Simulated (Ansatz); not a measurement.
# Nb (sc type): how the settings move a single-point run

Question: which choices in the input matter for Nb (sc type)?

Method: reference: DFT, PBE, PAW with Ansatz's default frozen-core files, scalar-relativistic, in Ansatz 0.2.0.

1 further run of the same task is left out (set aside as unsound or not needed).

## (1) Starting point

Symmetry: Pm-3m, No. 221, cubic system. Conventional cell: a = 2.506 Å, b = 2.506 Å, c = 2.506 Å, α = 90.00°, β = 90.00°, γ = 90.00°. Nb (site symmetry m-3m) is surrounded by 6 Nb at 2.51 Å.

Coordinates:

```xyz
1
Lattice="2.5056 0.0000 0.0000 0.0000 2.5056 0.0000 0.0000 0.0000 2.5056" Properties=species:S:1:pos:R:3 pbc="T T T"
Nb    0.0000    0.0000    0.0000
```

## (2) The reference run

The input, input.yaml:

```yaml
crystal:
  lattice:
    - [2.5055859327, 0.0, 0.0]
    - [0.0, 2.5055859327, 0.0]
    - [0.0, 0.0, 2.5055859327]
  atoms:
    - { symbol: Nb, position: [0.0, 0.0, 0.0] }
kpoints:
  mp_grid: { grid: [16, 16, 16] }
scf:
  occupations: { method: fermi_dirac, width: 0.1 }
hamiltonian:
  xc: pbe
  pseudopotentials: { kind: paw }
output:
  forces: true
  stress: true
  eigenvalues: true
  populations: true
```

Run with:

```
$ ansatz run input.yaml --threads 1 --pin off --max-ram 2048MiB --backend cpu --events-out ev --progress --plain --runs-dir out
```

## (3) Changing settings: symmetry.detect false, chi_scale 0.1, hubbard.sites [{species: Nb, l: d, u_eff: 6.0}], hubbard.double_counting amf

input.yaml, as its differences from that of step 2:

```diff
@@ -7,2 +7,3 @@
     - { symbol: Nb, position: [0.0, 0.0, 0.0] }
+  symmetry: { detect: false }
 kpoints:
@@ -11,2 +12,3 @@
   occupations: { method: fermi_dirac, width: 0.1 }
+  initial_density: { chi_scale: 0.1 }
 hamiltonian:
@@ -14,2 +16,3 @@
   pseudopotentials: { kind: paw }
+  hubbard: { sites: [{ species: Nb, l: d, u_eff: 6.0 }], double_counting: amf }
 output:
```

What does the calculation give? Wanted: for each run, ending; energy change; pressure; gap; force.

**Answer**, as computed:

```tsv
run	ending	energy change	pressure (GPa)	gap (eV)	force (eV/Å)	cycles	time
reference	converged	0	51.5	0.00	0.00	6	2.3 s
1: symmetry.detect false, chi_scale 0.1, hubbard.sites [{species: Nb, l: d, u_eff: 6.0}], hubbard.double_counting amf	converged	-173.0 meV/atom (U changed: no physical gain or loss)	59.8	0.00	0.00	7	68 s
```

Residual by cycle in the longest SCF loop of each run; runs are numbered as in the table. The quantity is the density residual dr2, in eV.

```tsv
cycle	reference	run 1
1	0.00317	0.528
2	0.00104	0.156
3	3.5e-6	0.00291
4	3.6e-7	1.8e-4
5	3.9e-9	1.4e-5
6	3.6e-11	4.5e-8
7	-	1.2e-10
```

Changing the use of symmetry, start and Hubbard U moves the energy by -173.0 meV/atom, and the pressure goes from 51.5 to 59.8 GPa. The U term adds an energy of its own, so the shift says nothing about which run is better. Cost: 7 SCF cycles against 6, 68 s against 2.3 s. A changed U is a change of model: its shifts are not errors of convergence. The structure is not at rest: the sound run finds 52 GPa, so these are no properties of the relaxed crystal. 
